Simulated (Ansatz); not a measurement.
# Fe3Ge (Pm-3m) in Ansatz: notebook

Runs on Fe3Ge. Level: LDA. Tasks: single point, equation of state.

Everything below comes from runs of Ansatz 0.2.0. Logs are shortened: lines on timing, memory, paths and dates and some standing lists are left out, and cuts for length are marked.

### 1 The crystal as given

Symmetry: Pm-3m, No. 221, cubic system. The conventional cell has a = 3.661 Å, b = 3.661 Å, c = 3.661 Å, α = 90.00°, β = 90.00°, γ = 90.00°. Ge (site symmetry m-3m) has 12 Fe at 2.59 Å as nearest neighbours. Around Fe (site symmetry 4/mmm) lie 4 Ge at 2.59 Å and 8 Fe at 2.59 Å.

The cell comes from a database or a generator and needn't be the stable form of this composition.

### 2 Single point, LDA, collinear spin, ferromagnetic start, 11.53 Å³/atom (volume scaled by 0.94)

Contents of input.yaml:

```yaml
crystal:
  lattice:
    - [3.5857754603, 0.0, 0.0]
    - [0.0, 3.5857754603, 0.0]
    - [0.0, 0.0, 3.5857754603]
  atoms:
    - { symbol: Ge, position: [0.0, 0.0, 0.0] }
    - { symbol: Fe, position: [0.5, 0.0, 0.5], spin: 3.0 }
    - { symbol: Fe, position: [0.5, 0.5, 0.0], spin: 3.0 }
    - { symbol: Fe, position: [0.0, 0.5, 0.5], spin: 3.0 }
hamiltonian:
  xc: lda
  pseudopotentials: { kind: paw }
magnetization:
  spin_polarized: true
kpoints:
  mp_grid: { grid: [7, 7, 7] }
scf:
  occupations: { method: fermi_dirac, width: 0.05 }
output:
  forces: true
  stress: true
  eigenvalues: true
  write_density: true
  write_potential: true
  elf: true
  volumetric_format: npy
```

Potentials or basis: Ansatz PAW.

The run is started by

```sh
$ ansatz run input.yaml --threads 2 --pin off --max-ram 5632MiB --backend cpu --events-out ev --progress --plain --runs-dir out
```

What it wrote:

```text
Warning: RAYON_NUM_THREADS=2 ignored (pool sized by the plan → 2); use --threads N
Engine: ansatz 0.2.0, x86_64-unknown-linux-gnu
Pseudopotentials: kind: paw
Pseudopotential: Ge, paw, valence charge 14, recommended cutoff 420 eV (normal), Ge.paw.azcp
Pseudopotential: Fe, paw, valence charge 16, recommended cutoff 420 eV (normal), Fe.paw.azcp
Functional definition: SPW92
  exchange = slater_x
  correlation = pw_c
Crystal: 4 atoms, lattice volume = 46.105 Å³
Basis set: ecut = 420 eV, 895 PW (Γ)
Bands: 43, of which v1, the nominal top of the filled ones, is band 31 counted from 1 (30 counted from 0)
Symmetry: 48 space group operations
Space group: Pm-3m (ITA 221), of the structure as read, at distance tolerance 3.6e-5 Å
Magnetic group: BNS 221.92 (UNI 1594), of the structure as read, at distance tolerance 3.6e-5 Å
k-points: 20 of 343
Non-local potential: Ge, projectors of the file, l = 0: 2, l = 1: 2, l = 2: 3, l = 3: 1
Non-local potential: Fe, projectors of the file, l = 0: 3, l = 1: 2, l = 2: 3, l = 3: 1
PAW form: soft (Blöchl's): semilocal exchange-correlation on the pseudo side does not see the compensation charge
PAW frozen core: Ge, regenerated for the run's functional, and the local potential with it (the file was generated under x = pbe(κ = 0.804, μ = 0.2195149727645171), c = pbe(β = 0.06672455060314922))
PAW frozen core: Fe, regenerated for the run's functional, and the local potential with it (the file was generated under x = pbe(κ = 0.804, μ = 0.2195149727645171), c = pbe(β = 0.06672455060314922))
PAW one-centre angular grid: Ge, 590 points (default); XC on 64 Gauss nodes
PAW one-centre angular grid: Fe, 590 points (default); XC on 64 Gauss nodes
Initial density: superposition of atomic densities (chi_scale 0.1, normalization cell)
Starting moments: Σ|m| = 9 μB on 3 of 4 sites
Initial wavefunctions: pseudopotential atomic-orbital guess
Functional: x = slater, c = lda
SCF iter   1: F=—  HF=-17475.665593 eV  |F-HF|=—  |Δ(HF+E_count)|=         —  Δρ=1.47e-1 (↑1.47e-1 ↓5.86e-2)  dr2=3.87e0  dr2_m=3.88e0  M=5.419 μB ∫|m|=5.636 μB  β_m=0.30  ethr=3.10e-3  ⟨swp⟩=5.6  Hψ=5725  notcnv=0  defer=6
Mixer restart at iter 1: flushing history
preconditioner: auto → Kerker (q_TF=auto, 2.866 Å⁻¹)  [metal: Δε(μ)=0.008 eV  Ē_g=14.039 eV  σ=0.050 eV  W_gap=0.04  n_scr=18 (ndim 8)  ℏωp=33.7 eV  f_vac=0.000  D(μ)=5.52/eV (n_scr^D=80)]
spin=Collinear: Kerker preconditioning applied to the charge; magnetization (m = ρ↑ − ρ↓) channel mixes plain (no charge-response kernel on spin).
SCF iter   2: F=—  HF=-17473.925921 eV  |F-HF|=—  |Δ(HF+E_count)|=    1.74e0  Δρ=4.68e-2 (↑4.68e-2 ↓3.61e-2)  dr2=5.20e-1  dr2_m=5.92e-1  M=6.168 μB ∫|m|=6.432 μB  β_m=0.38  ethr=3.10e-3  ⟨swp⟩=2.2  Hψ=2762  notcnv=0  defer=110
SCF iter   3: F=—  HF=-17475.044748 eV  |F-HF|=—  |Δ(HF+E_count)|=    1.12e0  Δρ=2.44e-2 (↑1.62e-2 ↓2.44e-2)  dr2=3.20e-1  dr2_m=1.35e-1  M=6.199 μB ∫|m|=6.486 μB  β_m=0.68  ethr=8.39e-4  ⟨swp⟩=2.0  Hψ=2029  notcnv=0  defer=110
SCF iter   4: F=—  HF=-17476.060328 eV  |F-HF|=—  |Δ(HF+E_count)|=    1.02e0  Δρ=7.80e-3 (↑7.80e-3 ↓5.70e-3)  dr2=1.52e-1  dr2_m=1.40e-3  M=6.117 μB ∫|m|=6.413 μB  β_m=0.84  ethr=5.16e-4  ⟨swp⟩=3.1  Hψ=3031  notcnv=0  defer=110
SCF iter   5: F=—  HF=-17476.019974 eV  |F-HF|=—  |Δ(HF+E_count)|=         —  Δρ=2.57e-3 (↑2.57e-3 ↓2.25e-3)  dr2=1.67e-2  dr2_m=6.48e-5  M=6.109 μB ∫|m|=6.403 μB  β_m=0.84  ethr=2.46e-4  ⟨swp⟩=2.1  Hψ=3161  notcnv=0  defer=111
Mixer restart at iter 5: flushing history
SCF iter   6: F=—  HF=-17476.017140 eV  |F-HF|=—  |Δ(HF+E_count)|=   2.83e-3  Δρ=5.17e-3 (↑5.17e-3 ↓2.39e-3)  dr2=1.38e-2  dr2_m=1.11e-3  M=6.079 μB ∫|m|=6.367 μB  β_m=0.67  ethr=2.70e-5  ⟨swp⟩=2.0  Hψ=3052  notcnv=0  defer=111
SCF iter   7: F=—  HF=-17476.012703 eV  |F-HF|=—  |Δ(HF+E_count)|=   4.44e-3  Δρ=7.93e-4 (↑7.93e-4 ↓7.59e-4)  dr2=1.47e-3  dr2_m=6.16e-6  M=6.097 μB ∫|m|=6.387 μB  β_m=0.84  ethr=2.23e-5  ⟨swp⟩=2.0  Hψ=2846  notcnv=0  defer=111
SCF iter   8: F=—  HF=-17476.013351 eV  |F-HF|=—  |Δ(HF+E_count)|=   6.48e-4  Δρ=8.94e-4 (↑8.94e-4 ↓5.46e-4)  dr2=6.33e-4  dr2_m=1.54e-5  M=6.096 μB ∫|m|=6.386 μB  β_m=0.70  ethr=2.37e-6  ⟨swp⟩=2.0  Hψ=2253  notcnv=0  defer=111
SCF iter   9: F=—  HF=-17476.013302 eV  |F-HF|=—  |Δ(HF+E_count)|=   4.95e-5  Δρ=1.93e-4 (↑1.80e-4 ↓1.93e-4)  dr2=2.70e-5  dr2_m=6.64e-6  M=6.100 μB ∫|m|=6.391 μB  β_m=0.84  ethr=1.02e-6  ⟨swp⟩=2.0  Hψ=2489  notcnv=0  defer=111
SCF iter  10: F=—  HF=-17476.013307 eV  |F-HF|=—  |Δ(HF+E_count)|=   5.36e-6  Δρ=6.85e-5 (↑6.85e-5 ↓3.88e-5)  dr2=2.15e-6  dr2_m=5.00e-7  M=6.101 μB ∫|m|=6.392 μB  β_m=0.92  ethr=4.35e-8  ⟨swp⟩=2.0  Hψ=2497  notcnv=0  defer=111
SCF iter  11: F=—  HF=-17476.013307 eV  |F-HF|=—  |Δ(HF+E_count)|=   9.38e-8  Δρ=1.51e-5 (↑1.51e-5 ↓7.62e-6)  dr2=1.97e-7  dr2_m=1.02e-8  M=6.101 μB ∫|m|=6.392 μB  β_m=0.96  ethr=3.47e-9  ⟨swp⟩=2.3  Hψ=2460  notcnv=0  defer=111
SCF iter  12: F=-17476.013307 eV  HF=-17476.013307 eV  |F-HF|=8.08e-9  |Δ(HF+E_count)|=   3.77e-8  Δρ=3.79e-6 (↑3.79e-6 ↓2.46e-6)  dr2=8.79e-9  dr2_m=7.44e-10  M=6.101 μB ∫|m|=6.392 μB  ethr=1.61e-10  ⟨swp⟩=10.6  Hψ=10412  notcnv=0
SCF 1 converged in 12 iterations: F = -17476.013307 eV  dr2 = 8.79e-9
SCF converged after 12 iterations
Magnetization: 6.1005 μB (34.0503 up, 27.9497 down)
Absolute magnetization: 6.3940 μB (∫|ρ↑−ρ↓|, with the PAW one-centre terms)
Spin contamination: 0.0735 ħ² per cell (⟨S²⟩ above its minimum at these occupations)
Per-site moments (μB) at R_I (Å): [(-0.08445044835576122, 1.0459045343135582), (2.0538425234976674, 1.0459045343135582), (2.0538425234976683, 1.0459045343135582), (2.0538425234976683, 1.0459045343135582)]
Free energy (F): -17476.013307 eV
Harris-Foulkes:  -17476.013307 eV  (|F-HF|=8.08e-9)
Internal energy: -17475.982484 eV  (E = F + TS)
E sigma→0 (E₀):  -17475.997895 eV
Entropy (-TS):   -0.030823 eV (-7.706 meV/atom)
Fermi energy:    18.654384 eV
--- Per-component energies (eV) ---
  E_band       = -650.409759
  E_kinetic    = 1173.549079
  E_local      = -8012.940863  (includes V_loc(G=0)·N_el)
  E_nonlocal   = 1092.467679
  E_hartree    = 3419.109414
  E_xc         = -429.643631
  E_vxc        = -523.985485  (∫ρ·V_xc dr)
  E_paw        = -5861.213604  (= ΣΔE_a)
  E_vpaw       = -1217.726546  (= ΣTr[D̂ρ^β])
  E_aug_tail   = 0.002644  (compensation charges beyond the density's cutoff)
  E_ewald      = -8860.426135
  E_core_change = 3.112933  (= ΣΔE_core)
  E_smearing   = -0.030823  (= −TS)
  E_closure    = -0.000000  (closes the sum)
  Σ components = -17476.013307   (vs F -17476.013307, Δ=0.00e0)
--- Forces (eV/Å), atoms counted from 1 ---
  atom   1  Ge    -0.00000000     0.00000000     0.00000000
  atom   2  Fe     0.00000000    -0.00000000     0.00000000
  atom   3  Fe    -0.00000000     0.00000000    -0.00000000
  atom   4  Fe     0.00000000    -0.00000000     0.00000000
  max |Σ_I F_I| component: 6.92e-29 eV/Å
--- Stress (GPa, compression-positive) ---
       -8.210470       0.000000       0.000000
       -0.000000      -8.210470       0.000000
        0.000000       0.000000      -8.210470
  P = ⅓ Tr σ = -8.2105 GPa (-82.105 kbar)
--- Band table (eV; the first three rows and the last of 40) ---
  k-point 0 ↑: bands = ["-68.8092", "-68.7365", "-68.7365", "-35.3556", "-35.3556", "-35.3556", "-35.1996", "-35.1996", "-35.1996", "-35.0782", "-35.0782", "-35.0782", "-6.1735", "-6.1735", "-6.1655", "-6.1655", "-6.1655", "6.0806", "12.9017", "14.2450", "14.2450", "14.5601", "14.5601", "14.5601", "16.7255", "16.7255", "16.7255", "17.4653", "17.4653", "17.4653", "17.5614", "17.5614", "18.2601", "18.6134", "18.6134", "18.6134", "22.2522", "25.8106", "25.8106", "28.5141", "28.5141", "28.5141", "31.8737"]
  k-point 1 ↑: bands = ["-68.8060", "-68.7396", "-68.7364", "-35.3478", "-35.3478", "-35.3434", "-35.2020", "-35.2020", "-35.2004", "-35.0923", "-35.0837", "-35.0837", "-6.1724", "-6.1690", "-6.1653", "-6.1650", "-6.1650", "6.3046", "12.9771", "13.8989", "14.4162", "14.5350", "14.5350", "14.6239", "16.3103", "16.3103", "16.6461", "16.8042", "17.5202", "17.5583", "17.6618", "17.6618", "18.1420", "18.6137", "19.0426", "19.0426", "22.8198", "25.7586", "26.3583", "28.0878", "28.0878", "28.1578", "31.1541"]
  k-point 2 ↑: bands = ["-68.7973", "-68.7482", "-68.7364", "-35.3277", "-35.3277", "-35.3092", "-35.2095", "-35.2095", "-35.2021", "-35.1308", "-35.0964", "-35.0964", "-6.1701", "-6.1648", "-6.1639", "-6.1639", "-6.1589", "6.9301", "12.3381", "13.6405", "14.4280", "14.4280", "14.7891", "14.8739", "16.0303", "16.0303", "16.3246", "16.4459", "17.1901", "17.4020", "17.4020", "17.5052", "17.8476", "18.6144", "20.3012", "20.3012", "23.0926", "25.6192", "26.5024", "26.5169", "26.5169", "29.6321", "29.9745"]
  k-point 19 ↓: bands = ["-66.4800", "-66.4761", "-66.4761", "-33.1763", "-33.1664", "-33.1664", "-33.1618", "-32.9194", "-32.9194", "-32.9171", "-32.8041", "-32.8041", "-6.1905", "-6.1905", "-6.1904", "-6.1591", "-6.1591", "9.2476", "13.9872", "14.5490", "14.5490", "15.5696", "15.5696", "15.8252", "17.6428", "17.6428", "17.7757", "17.9411", "18.8703", "18.8703", "19.1207", "19.1710", "19.1710", "20.2775", "20.2775", "20.2827", "20.9381", "24.5828", "24.5828", "25.2345", "34.0461", "34.0461", "34.2968"]
```

Wall time 2.1 s (2 threads of Intel Xeon 6975P-C (Granite Rapids), shared host); peak memory 0.44 GiB.

Results:

```
Free energy            : -17476.0133 eV
Pressure               : -8.2 GPa
Band gap on the k mesh : none (metal or under the smearing width)
Net moment             : 6.10 μB per cell
Absolute moment        : 6.39 μB per cell
Site moments           : Ge -0.08; Fe +2.05 μB
```

Caveat: the PAW data sets come from PBE, with cores solved anew for the run's functional, which leaves a small shift of forces and pressure.

### 3 Single point, LDA, collinear spin, ferromagnetic start, 11.77 Å³/atom (volume scaled by 0.96)

Changes to input.yaml since step 2:

```diff
@@ -2,5 +2,5 @@
   lattice:
-    - [3.5857754603, 0.0, 0.0]
-    - [0.0, 3.5857754603, 0.0]
-    - [0.0, 0.0, 3.5857754603]
+    - [3.6110282322, 0.0, 0.0]
+    - [0.0, 3.6110282322, 0.0]
+    - [0.0, 0.0, 3.6110282322]
   atoms:
```

Potentials or basis: Ansatz PAW.

The run is started by

```sh
$ ansatz run input.yaml --threads 2 --pin off --max-ram 5632MiB --backend cpu --events-out ev --progress --plain --runs-dir out
```

It took 2.4 s on 2 threads of Intel Xeon 6975P-C (Granite Rapids), shared host; peak memory 0.44 GiB.

The run converged. Its results:

| Quantity | Value |
| --- | --- |
| Free energy | -17475.9514 eV |
| Pressure | -12.0 GPa |
| Band gap on the k mesh | none (metal or under the smearing width) |
| Net moment | 6.18 μB per cell |
| Absolute moment | 6.50 μB per cell |
| Site moments | Ge -0.09; Fe +2.09 μB |

Caveat: the PAW data sets come from PBE, with cores solved anew for the run's functional, which leaves a small shift of forces and pressure.

### 4 Single point, LDA, collinear spin, ferromagnetic start, 12.02 Å³/atom (volume scaled by 0.98)

Changes to input.yaml since step 3:

```diff
@@ -2,5 +2,5 @@
   lattice:
-    - [3.6110282322, 0.0, 0.0]
-    - [0.0, 3.6110282322, 0.0]
-    - [0.0, 0.0, 3.6110282322]
+    - [3.6359326622, 0.0, 0.0]
+    - [0.0, 3.6359326622, 0.0]
+    - [0.0, 0.0, 3.6359326622]
   atoms:
@@ -23,5 +23 @@
   eigenvalues: true
-  write_density: true
-  write_potential: true
-  elf: true
-  volumetric_format: npy
```

The run is started by

```sh
$ ansatz run input.yaml --threads 2 --pin off --max-ram 5632MiB --backend cpu --events-out ev --progress --plain --runs-dir out
```

Wall time 2.1 s (2 threads of Intel Xeon 6975P-C (Granite Rapids), shared host); peak memory 0.44 GiB.

The run converged. Its results:

* Free energy: -17475.8674 eV
* Pressure: -15.4 GPa
* Band gap on the k mesh: none (metal or under the smearing width)
* Net moment: 6.23 μB per cell
* Absolute moment: 6.58 μB per cell
* Site moments: Ge -0.10; Fe +2.11 μB

Caveat: the PAW data sets come from PBE, with cores solved anew for the run's functional, which leaves a small shift of forces and pressure.

### 5 Single point, LDA, collinear spin, ferromagnetic start, 12.26 Å³/atom

Changes to input.yaml since step 4:

```diff
@@ -2,5 +2,5 @@
   lattice:
-    - [3.6359326622, 0.0, 0.0]
-    - [0.0, 3.6359326622, 0.0]
-    - [0.0, 0.0, 3.6359326622]
+    - [3.66050052, 0.0, 0.0]
+    - [0.0, 3.66050052, 0.0]
+    - [0.0, 0.0, 3.66050052]
   atoms:
@@ -23 +23,5 @@
   eigenvalues: true
+  write_density: true
+  write_potential: true
+  elf: true
+  volumetric_format: npy
```

The run is started by

```sh
$ ansatz run input.yaml --threads 2 --pin off --max-ram 5632MiB --backend cpu --events-out ev --progress --plain --runs-dir out
```

Wall time 2.5 s (2 threads of Intel Xeon 6975P-C (Granite Rapids), shared host); peak memory 0.44 GiB.

It converged, with:

- Free energy: -17475.7637 eV
- Pressure: -18.4 GPa
- Band gap on the k mesh: none (metal or under the smearing width)
- Net moment: 6.28 μB per cell
- Absolute moment: 6.65 μB per cell
- Site moments: Ge -0.10; Fe +2.13 μB

Caveat: the PAW data sets come from PBE, with cores solved anew for the run's functional, which leaves a small shift of forces and pressure.

### 6 Single point, LDA, collinear spin, ferromagnetic start, 12.51 Å³/atom (volume scaled by 1.02)

Changes to input.yaml since step 5:

```diff
@@ -2,5 +2,5 @@
   lattice:
-    - [3.66050052, 0.0, 0.0]
-    - [0.0, 3.66050052, 0.0]
-    - [0.0, 0.0, 3.66050052]
+    - [3.6847429518, 0.0, 0.0]
+    - [0.0, 3.6847429518, 0.0]
+    - [0.0, 0.0, 3.6847429518]
   atoms:
@@ -23,5 +23 @@
   eigenvalues: true
-  write_density: true
-  write_potential: true
-  elf: true
-  volumetric_format: npy
```

Potentials or basis: Ansatz PAW.

The run is started by

```sh
$ ansatz run input.yaml --threads 2 --pin off --max-ram 5632MiB --backend cpu --events-out ev --progress --plain --runs-dir out
```

Run time: 2.1 s. Hardware: 2 threads of Intel Xeon 6975P-C (Granite Rapids), shared host; peak memory 0.45 GiB.

The run converged. Its results:

```yaml
Free_energy: -17475.6427 eV
Pressure: -21.0 GPa
Band_gap_on_the_k_mesh: none (metal or under the smearing width)
Net_moment: 6.34 μB per cell
Absolute_moment: 6.73 μB per cell
Site_moments: Ge -0.11; Fe +2.16 μB
```

Caveat: the PAW data sets come from PBE, with cores solved anew for the run's functional, which leaves a small shift of forces and pressure.

### 7 Single point, LDA, collinear spin, ferromagnetic start, 12.75 Å³/atom (volume scaled by 1.04)

Changes to input.yaml since step 6:

```diff
@@ -2,5 +2,5 @@
   lattice:
-    - [3.6847429518, 0.0, 0.0]
-    - [0.0, 3.6847429518, 0.0]
-    - [0.0, 0.0, 3.6847429518]
+    - [3.7086705245, 0.0, 0.0]
+    - [0.0, 3.7086705245, 0.0]
+    - [0.0, 0.0, 3.7086705245]
   atoms:
```

The run is started by

```sh
$ ansatz run input.yaml --threads 2 --pin off --max-ram 5632MiB --backend cpu --events-out ev --progress --plain --runs-dir out
```

It took 2.2 s on 2 threads of Intel Xeon 6975P-C (Granite Rapids), shared host; peak memory 0.45 GiB.

The run converged. Its results:

| Quantity | Value |
| --- | --- |
| Free energy | -17475.5071 eV |
| Pressure | -23.2 GPa |
| Band gap on the k mesh | none (metal or under the smearing width) |
| Net moment | 6.41 μB per cell |
| Absolute moment | 6.83 μB per cell |
| Site moments | Ge -0.11; Fe +2.19 μB |

Caveat: the PAW data sets come from PBE, with cores solved anew for the run's functional, which leaves a small shift of forces and pressure.

### 8 Single point, LDA, collinear spin, ferromagnetic start, 13.00 Å³/atom (volume scaled by 1.06)

Changes to input.yaml since step 7:

```diff
@@ -2,5 +2,5 @@
   lattice:
-    - [3.7086705245, 0.0, 0.0]
-    - [0.0, 3.7086705245, 0.0]
-    - [0.0, 0.0, 3.7086705245]
+    - [3.7322932667, 0.0, 0.0]
+    - [0.0, 3.7322932667, 0.0]
+    - [0.0, 0.0, 3.7322932667]
   atoms:
```

The run is started by

```sh
$ ansatz run input.yaml --threads 2 --pin off --max-ram 5632MiB --backend cpu --events-out ev --progress --plain --runs-dir out
```

It took 2.2 s on 2 threads of Intel Xeon 6975P-C (Granite Rapids), shared host; peak memory 0.44 GiB.

The run converged. Its results:

| Property | Result |
| --- | --- |
| Free energy | -17475.3595 eV |
| Pressure | -24.9 GPa |
| Band gap on the k mesh | none (metal or under the smearing width) |
| Net moment | 6.53 μB per cell |
| Absolute moment | 6.96 μB per cell |
| Site moments | Ge -0.11; Fe +2.23 μB |

Caveat: the PAW data sets come from PBE, with cores solved anew for the run's functional, which leaves a small shift of forces and pressure.

### 9 Equation of state, LDA, collinear spin, ferromagnetic start

Potentials or basis: Ansatz PAW.

This step only gathers the single runs of the series.

Results:

* Equilibrium volume: 11.12 Å³/atom (rough: see the caveat)
* Bulk modulus: 244 GPa (rough)

Energy against volume, from the lowest point:
```csv
volume (Å³/atom),energy (meV/atom)
11.526,0.00
11.772,15.48
12.017,36.49
12.262,62.39
12.507,92.65
12.752,126.56
12.998,163.46
```

Caveat: the minimum lies outside the volumes run.
